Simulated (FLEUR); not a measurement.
Runs of FLEUR MaX-R8.1 (later development tree) on CdSe. The structure is cubic, space group F-43m (No. 216). Conventional cell: a = 6.141 Å, b = 6.141 Å, c = 6.141 Å, α = 90.00°, β = 90.00°, γ = 90.00°. Cd (site symmetry -43m) is surrounded by 4 Se at 2.66 Å. Se (site symmetry -43m) has 4 Cd at 2.66 Å as nearest neighbours. Measurements of this composition are mostly on another form, of space group No. 186.

```csv
task,level,gmax,muffin-tin radii,lmax,max iterations,mixing factor,kmax,gap on the mesh (eV),V0 of scaled cells (Å³/atom),B0 (GPa)
band structure,LDA,14.2 1/bohr,"Cd 2.52, Se 2.14 bohr","Cd 10, Se 9",60,0.05,4.58 1/bohr,(b),-,-
equation of state,PBE,17.5 1/bohr,"Cd 2.44, Se 2.07 bohr","Cd 9, Se 7",-,-,3.5 1/bohr,-,(a),39
equation of state,r2SCAN,14.7 1/bohr,"Cd 2.44, Se 2.07 bohr","Cd 10, Se 9",-,-,4.73 1/bohr,-,28.88,51
equation of state,PBE,20 1/bohr,"Cd 2.44, Se 2.07 bohr","Cd 7, Se 6",-,-,4 1/bohr,-,29.76,44
band structure,WC,14.2 1/bohr,"Cd 2.52, Se 2.14 bohr","Cd 10, Se 9",60,0.05,4.58 1/bohr,0.39,-,-
```

Alike in all rows: potentials or basis all-electron, FLAPW; no spin polarisation; cell as given; k mesh 8 × 8 × 8; smearing fermi-dirac 0.05 eV.

Question: Fill in the values left out.

Answer: (a) 29.75; (b) 0.27.

Caveats: the plane-wave cutoff is short for the semicore states, which can make moduli rough (some runs); the meta-GGA is that of a development version, with a GGA for the radial functions and cores and without core tails (some runs); small basis for a fit (some runs).

A k mesh can miss the band edges, and the runs leave out spin-orbit coupling on Cd, Se.

Not every run made on this cell is shown here.
